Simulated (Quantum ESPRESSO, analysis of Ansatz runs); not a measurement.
# A hop of Li in Li2O (Fm-3m), charge +1 (Quantum ESPRESSO)

Aim: the barrier of one jump in Li2O (Fm-3m) at charge +1: Li_i by the interstitialcy path. The model is a cell of 81 host atoms with 1 Li put in; Li is the atom that moves.

Program: Quantum ESPRESSO 7.5. Level of theory: Quantum ESPRESSO plane-wave DFT, PBEsol, GBRV 1.5 PBEsol potentials; nudged elastic band between two relaxed defect structures at fixed charge in a uniform background. Values are calculated unless marked as measured.

Report form: inputs, costs, results and the conclusion, without the logs.

### Step 1. Set-up

The cell holds 82 atoms: 55 Li and 27 O. Its edges and angles: a = 9.719 Å, b = 9.719 Å, c = 9.719 Å, α = 60.0°, β = 60.0°, γ = 60.0°. It derives from Li2O (space group Fm-3m). Nearest the centre at fractional (0.208, 0.708, 0.875): Li82 at 1.00 Å, Li16 at 1.01 Å, O54 at 1.88 Å, Li20 at 1.89 Å, Li26 at 1.89 Å, Li53 at 1.89 Å, O21 at 1.90 Å, O48 at 1.92 Å. The cell carries charge +1.

The cell's shortest repeat is 9.7 Å.

### Step 2. Relaxation of the start point, charge +1

The ends come first: from an unrelaxed start the top is counted from too high an energy, and the barrier comes out too low. Small random displacements break the symmetry of the ideal sites, so that the defect can distort if it gains by it. The charge of +1 is set by the electron count, and a uniform background keeps the cell neutral.

pw.in reads:

```
&CONTROL
  calculation = 'relax'
  prefix = 'pwscf'
  outdir = './tmp'
  pseudo_dir = './pseudo'
  tprnfor = .true.
  disk_io = 'low'
  nstep = 70
  forc_conv_thr = 0.00078
  etot_conv_thr = 0.0001
/
&SYSTEM
  ibrav = 0
  nat = 82
  ntyp = 2
  ecutwfc = 40
  ecutrho = 324
  nbnd = 167
  occupations = 'fixed'
  tot_charge = 1
  nosym = .true.
/
&ELECTRONS
  conv_thr = 8d-08
  electron_maxstep = 100
  mixing_beta = 0.5
/
&IONS
  ion_dynamics = 'bfgs'
/
ATOMIC_SPECIES
Li     6.9400 li_pbesol_v1.4.uspp.F.UPF
O     15.9990 o_pbesol_v1.2.uspp.F.UPF
CELL_PARAMETERS angstrom
   0.0000000000    6.8725884295    6.8725884295
   6.8725884295    0.0000000000    6.8725884295
   6.8725884295    6.8725884295    0.0000000000
ATOMIC_POSITIONS crystal
Li     0.2504538383    0.2486793362    0.2475412792
Li     0.0802758627    0.0855282669    0.0852674063
O      0.0007350687   -0.0007389926   -0.0029953905
Li     0.2494848965    0.2475932731    0.5868833243
Li     0.0812476306    0.0831693937    0.4202559564
O     -0.0016838258    0.0019942078    0.3356473918
Li     0.2500608919    0.2489796663    0.9201086194
Li     0.0814664347    0.0841799895    0.7531870694
[... 70 atom lines left out ...]
Li     0.9182624632    0.9155696404    0.9136622617
Li     0.7515350451    0.7478769734    0.7478426420
O      0.6666174686    0.6641934533    0.6701362885
Li     0.1629990068    0.8337977268    0.8352910632
K_POINTS gamma
```

The run is started by

```console
$ OMP_NUM_THREADS=1 mpirun -n 4 pw.x -in pw.in > pw.out
```

Run time: 6.2 min. Hardware: 4 MPI ranks of Intel Xeon Platinum 8375C at 2.90GHz (Ice Lake), shared host; peak memory 1.4 GiB.

Step by step:

```tsv
step	energy less that of the first step (eV)
0	0.0000
1	-0.8834
2	-1.4663
3	-1.6852
4	-1.7079
5	-1.7273
6	-1.7443
7	-1.7487
8	-1.7522
9	-1.7552
10	-1.7563
11	-1.7568
12	-1.7572
```

The atoms that moved most (Å):

```tsv
atom	dx	dy	dz	length
Li22	-0.102	-0.088	0.081	0.157
Li26	-0.106	-0.077	-0.084	0.156
Li53	-0.088	0.104	0.074	0.155
Li79	0.109	-0.069	-0.085	0.155
Li25	0.073	0.104	0.069	0.145
Li20	0.100	0.064	-0.083	0.145
Li8	0.055	-0.088	0.085	0.134
Li16	-0.050	0.087	-0.070	0.122
```

Neighbours of Li82 at the end:

```tsv
atom	distance (Å)
Li20	2.115
Li79	2.120
Li25	2.120
Li16	2.120
Li8	2.122
Li26	2.123
Li53	2.123
Li22	2.127
```

This step gave:

```yaml
highest_filled_level: 2.942 eV
lowest_empty_level: 8.327 eV
r_m_s_move_of_the_farther_half_of_the_atoms: 0.01380 Å
largest_move_from_the_ideal_geometry_of_this_structure_a_common_shift_of_the_far_atoms_taken_out: 0.1398 Å
```

The relaxation gained 1.757 eV and ended with a largest force component of 0.018 eV/Å.

### Step 3. Relaxation of the end point, charge +1

The end point is relaxed in the same cell and settings, so that the two energies compare. Atoms more than 3.2 Å from the middle of the hop start where the first relaxation left them, the nearer ones on or close to their ideal places, with small random displacements.

pw.in reads:

```
&CONTROL
  calculation = 'relax'
  prefix = 'pwscf'
  outdir = './tmp'
  pseudo_dir = './pseudo'
  tprnfor = .true.
  disk_io = 'low'
  nstep = 70
  forc_conv_thr = 0.00078
  etot_conv_thr = 0.0001
/
&SYSTEM
  ibrav = 0
  nat = 82
  ntyp = 2
  ecutwfc = 40
  ecutrho = 324
  nbnd = 167
  occupations = 'fixed'
  tot_charge = 1
  nosym = .true.
/
&ELECTRONS
  conv_thr = 8d-08
  electron_maxstep = 100
  mixing_beta = 0.5
/
&IONS
  ion_dynamics = 'bfgs'
/
ATOMIC_SPECIES
Li     6.9400 li_pbesol_v1.4.uspp.F.UPF
O     15.9990 o_pbesol_v1.2.uspp.F.UPF
CELL_PARAMETERS angstrom
   0.0000000000    6.8725884295    6.8725884295
   6.8725884295    0.0000000000    6.8725884295
   6.8725884295    6.8725884295    0.0000000000
ATOMIC_POSITIONS crystal
Li     0.2510809387    0.2500337259    0.2491888315
Li     0.0826012495    0.0843513205    0.0843009448
[... 13 atom lines left out ...]
Li     0.1667422974    0.4991642776    0.8329543497
[... 3 atom lines left out ...]
Li     0.0841643726    0.7500130663    0.0821797980
O     -0.0010815496    0.6674175324   -0.0002402210
Li     0.2502753938    0.9171312430    0.5820825144
[... 2 atom lines left out ...]
Li     0.2508205319    0.9168543202    0.9154915739
Li     0.0834656777    0.7494391700    0.7492940954
[... 12 atom lines left out ...]
O      0.3336109221    0.3342339087   -0.0011063154
[... 8 atom lines left out ...]
O      0.3342846175    0.6659279755    0.0004611466
[... 4 atom lines left out ...]
Li     0.4164650512    0.7500892181    0.7490407524
O      0.3334811220    0.6662815388    0.6658058319
[... 24 atom lines left out ...]
Li     0.9155156174    0.9175156981    0.9167040726
[... 2 atom lines left out ...]
Li     0.2502212447    0.5824426958    0.9162763483
K_POINTS gamma
```

Elapsed: 5.3 min, on 4 MPI ranks; peak memory 1.4 GiB; 21 min of CPU time.

The steps of the relaxation:

```tsv
step	energy less that of the first step (eV)
0	0.0000
1	-0.7860
2	-1.2800
3	-1.4478
4	-1.4632
5	-1.4761
6	-1.4877
7	-1.4908
8	-1.4929
9	-1.4949
10	-1.4955
```

The atoms that moved most (Å):

```tsv
atom	dx	dy	dz	length
Li82	0.088	0.079	0.084	0.145
Li44	-0.076	0.089	0.085	0.144
Li26	0.086	-0.078	0.083	0.143
Li17	-0.086	-0.068	-0.077	0.134
Li7	-0.069	0.077	-0.082	0.132
Li11	0.074	0.077	-0.071	0.128
Li70	0.091	-0.067	-0.059	0.127
Li13	-0.050	-0.073	0.086	0.123
```

Neighbours of Li82 at the end:

```tsv
atom	distance (Å)
O48	1.866
O21	1.988
O54	1.989
O39	1.990
Li16	2.121
Li53	2.235
Li20	2.235
Li38	2.238
```

Numbers from this step:

| Property | Result |
| --- | --- |
| highest filled level | 2.943 eV |
| lowest empty level | 8.326 eV |
| r.m.s. move of the farther half of the atoms | 0.02031 Å |
| largest move from the ideal geometry of this structure, a common shift of the far atoms taken out | 0.1426 Å |

The relaxation gained 1.496 eV and ended with a largest force component of 0.014 eV/Å. The end lies within 1 meV of the start.

### Step 4. Nudged elastic band, charge +1

3 movable images are laid between the ends on a pair-potential path, which keeps atoms from colliding in the first guess. Each image feels the true force across the path and a spring force along it. The highest image is set to climb to the top of the path.

This step: Quantum ESPRESSO plane-wave DFT, PBEsol, GBRV 1.5 PBEsol potentials; nudged elastic band between two relaxed defect structures at fixed charge in a uniform background.

neb.in reads:

```
BEGIN
BEGIN_PATH_INPUT
&PATH
  restart_mode = 'from_scratch'
  string_method = 'neb'
  nstep_path = 45
  ds = 1.5
  opt_scheme = 'broyden'
  num_of_images = 5
  k_max = 0.3
  k_min = 0.2
  CI_scheme = 'auto'
  path_thr = 0.05
/
END_PATH_INPUT
BEGIN_ENGINE_INPUT
&CONTROL
  prefix = 'pwscf'
  outdir = './tmp'
  pseudo_dir = './pseudo'
  disk_io = 'low'
/
&SYSTEM
  ibrav = 0
  nat = 82
  ntyp = 2
  ecutwfc = 40
  ecutrho = 324
  nbnd = 167
  occupations = 'fixed'
  tot_charge = 1
  nosym = .true.
/
&ELECTRONS
  conv_thr = 8d-08
  electron_maxstep = 100
  mixing_beta = 0.5
/
ATOMIC_SPECIES
Li     6.9400 li_pbesol_v1.4.uspp.F.UPF
O     15.9990 o_pbesol_v1.2.uspp.F.UPF
CELL_PARAMETERS angstrom
   0.0000000000    6.8725884295    6.8725884295
   6.8725884295    0.0000000000    6.8725884295
   6.8725884295    6.8725884295    0.0000000000
BEGIN_POSITIONS
FIRST_IMAGE
ATOMIC_POSITIONS crystal
Li     0.2502541387    0.2501418302    0.2492816113
Li     0.0821913910    0.0852431387    0.0851537500
O      0.0063917711   -0.0064890060   -0.0062174465
Li     0.2506231616    0.2526594090    0.5818608625
Li     0.0822476029    0.0854572468    0.4140876272
O     -0.0007432611    0.0009153183    0.3332301051
Li     0.2503049650    0.2499145039    0.9166503098
Li     0.0772503989    0.1007166292    0.7446089276
O      0.0061503880   -0.0060290216    0.6732020300
Li     0.2519820054    0.5820239418    0.2520554337
Li     0.0822868092    0.4142532236    0.0847201985
O     -0.0007366815    0.3336993327    0.0004901155
Li     0.2510055180    0.5821807310    0.5816268975
Li     0.0837835311    0.4174387426    0.4162966449
O     -0.0004008078    0.3336297244    0.3330793956
Li     0.2557658727    0.5661637723    0.9225382490
Li     0.0828902604    0.4175302451    0.7495624853
O     -0.0005986764    0.3357437918    0.6659238198
Li     0.2502816771    0.9172113467    0.2496987553
Li     0.0781871926    0.7440937393    0.1008799494
O      0.0067025205    0.6733669493   -0.0065226219
Li     0.2552700642    0.9229863882    0.5663941864
Li     0.0831340238    0.7500688200    0.4167292483
O     -0.0003474931    0.6660580592    0.3353729258
Li     0.2557828336    0.9228942594    0.9223411108
Li     0.0777438660    0.7448301509    0.7438744335
O     -0.0006321131    0.6664956866    0.6656084364
Li     0.5839249036    0.2508841244    0.2504011685
Li     0.4165801669    0.0833605293    0.0832810398
O      0.3341047601    0.0010661101    0.0005748065
Li     0.5838520564    0.2509798831    0.5818289549
Li     0.4180466548    0.0856591246    0.4139425710
O      0.3337695669    0.0010739997    0.3313104892
Li     0.5831749311    0.2495216112    0.9169106527
Li     0.4184388982    0.0853774563    0.7487560465
O      0.3266328364   -0.0059738017    0.6731397614
Li     0.5837782529    0.5818173753    0.2509008486
Li     0.4186838444    0.4142643970    0.0847922492
O      0.3340660826    0.3313048499    0.0005768981
Li     0.5858813746    0.5817493156    0.5817326421
Li     0.4181309375    0.4162241796    0.4165897054
O      0.3341466119    0.3337138455    0.3331212129
Li     0.5858661205    0.5820591897    0.9172292156
Li     0.4183028554    0.4145578392    0.7492242606
O      0.3337857114    0.3338196146    0.6660773544
Li     0.5827747782    0.9170134667    0.2499187649
Li     0.4189206079    0.7496450148    0.0845444418
O      0.3270892308    0.6734913844   -0.0066664436
Li     0.5852636332    0.9179038015    0.5813295467
Li     0.4182869932    0.7493738105    0.4146318325
O      0.3341635098    0.6665145207    0.3332698350
Li     0.5833996724    0.9173545832    0.9163589923
Li     0.4336981264    0.7446227032    0.7441269011
O      0.3268812823    0.6734541124    0.6731219063
Li     0.9146762444    0.2507268076    0.2506729961
Li     0.7474848121    0.0850057536    0.0851891789
O      0.6644261563    0.0007360356    0.0007728710
Li     0.9154684397    0.2529594597    0.5814690884
Li     0.7490303682    0.0851030703    0.4163228782
O      0.6665568094    0.0006953761    0.3332509436
Li     0.9148549989    0.2526581261    0.9178108863
Li     0.7481111898    0.0853891970    0.7486071223
O      0.6665412644    0.0010293145    0.6658589065
Li     0.9154163436    0.5818019909    0.2520266224
Li     0.7493448181    0.4167957158    0.0847592097
O      0.6667514063    0.3334538837    0.0005026104
Li     0.9169200606    0.5834899118    0.5830145962
Li     0.7497704606    0.4163217392    0.4162345394
O      0.6665079239    0.3335948603    0.3335043513
Li     0.9149978380    0.5824372345    0.9171167204
Li     0.7504046742    0.4170614653    0.7498330549
O      0.6668632548    0.3335334488    0.6661307344
Li     0.9149485120    0.9177584655    0.2523662515
Li     0.7473505446    0.7490935210    0.0851786271
O      0.6668010453    0.6664851759    0.0002127678
Li     0.9149276746    0.9180689865    0.5813716254
Li     0.7504887625    0.7497112367    0.4166962835
O      0.6668318677    0.6661342085    0.3333935464
Li     0.8991193860    0.9223403105    0.9227675153
Li     0.7503295749    0.7503246840    0.7490028660
O      0.6688559353    0.6662327483    0.6657012869
Li     0.1662035901    0.8332885179    0.8344230880
INTERMEDIATE_IMAGE
ATOMIC_POSITIONS crystal
Li     0.2503012855    0.2500055953    0.2499966947
Li     0.0822026890    0.0844379868    0.0850711360
[... 80 atom lines left out ...]
INTERMEDIATE_IMAGE
ATOMIC_POSITIONS crystal
Li     0.2503478018    0.2498861769    0.2506873526
Li     0.0822152986    0.0836403261    0.0849875721
[... 80 atom lines left out ...]
INTERMEDIATE_IMAGE
ATOMIC_POSITIONS crystal
Li     0.2503927941    0.2497747890    0.2513656838
Li     0.0822287326    0.0828442013    0.0849025512
[... 80 atom lines left out ...]
LAST_IMAGE
ATOMIC_POSITIONS crystal
Li     0.2504370800    0.2496638925    0.2520497080
Li     0.0822438386    0.0820399196    0.0848138972
O     -0.0008348657    0.0009828624    0.0006302458
[... 12 atom lines left out ...]
Li     0.1660764018    0.5015126796    0.8332229381
[... 3 atom lines left out ...]
Li     0.0821866255    0.7527662372    0.0851394705
O      0.0059843584    0.6614563181   -0.0065713655
Li     0.2503692997    0.9204830878    0.5814866432
[... 2 atom lines left out ...]
Li     0.2502919357    0.9173990184    0.9168905238
Li     0.0770177800    0.7687255230    0.7439316644
[... 21 atom lines left out ...]
O      0.3339799786    0.6686012219    0.0006744639
[... 4 atom lines left out ...]
Li     0.4180403948    0.7524901541    0.7489681934
O      0.3264209202    0.6614116979    0.6731141122
[... 24 atom lines left out ...]
Li     0.9145070392    0.9200437732    0.9175627614
[... 2 atom lines left out ...]
Li     0.2551492364    0.5905125300    0.9224683032
END_POSITIONS
K_POINTS gamma
END_ENGINE_INPUT
END
```

The run is started by

```console
$ OMP_NUM_THREADS=1 mpirun -n 4 neb.x -ni 2 -inp neb.in > neb.out
```

It took 26 min on 4 MPI ranks; peak memory 1.6 GiB; 1.8 h of CPU time.

The path, image by image:

```tsv
image	path (Å)	energy (eV)	Li16: x, y, z (Å)
0	0.000	0.0000	10.231, 8.098, 5.649
1	0.829	0.3422	9.895, 7.774, 5.312
2	1.516	0.5400	9.611, 7.455, 5.028
3	2.202	0.3421	9.392, 7.197, 4.809
4	3.031	-0.0005	9.173, 6.868, 4.588
```

This step gave:

```
barrier forward  : 0.5400 eV
barrier backward : 0.5405 eV
end less start   : -5.06e-4 eV
hop length       : 1.931 Å
```

The band met its tolerance of 0.05 eV/Å after 12 iterations, with image 2 on top (the start counts as 0). Li16, which moves farthest between the ends, has 4 O at 1.86 to 1.99 Å and 1 Li at 2.12 Å nearest at the start and 3 O at 1.83 to 1.92 Å and 3 Li at 1.99 to 2.01 Å at the top.

### Step 5. What came out

- barrier forward: 0.54 eV
- barrier backward: 0.54 eV
- end less start: 0.00 eV
- hop length: 1.93 Å
- band iterations, as the log counts them: 12

What this shows: The top of the band lies 0.54 eV above the start and 0.54 eV above the end. With an assumed prefactor of 1e13 per second it gives one hop a second along this one path at about 210 K. The move is shared: Li16 goes 1.94 Å and Li82, whose hop length is listed, 1.93 Å. The order of the top as a saddle was not checked for all atoms, so a bent path could be lower. No image-charge correction is applied; it largely cancels along a path if the charge stays localised alike. Keep in mind: sampling at the zone centre alone can move energies of charged and open-shell states by tenths of an eV or more in cells of this size.

[Long decimals in the printed logs are rounded to 6 places.]

[Repeated set-up lines and some long k-point lines are left out of the logs, and relaxed atomic positions are cut to six decimals.]

[Logs are printed without paths, hosts, clocks, repeated set-up lines and the standing remarks that a program may print on its own settings, such as how far it seeks lower states.]

[Hosts, paths, dates, database ids (printed as entryN), source tags and the programs' standing remarks are cut or masked in the printed files.]
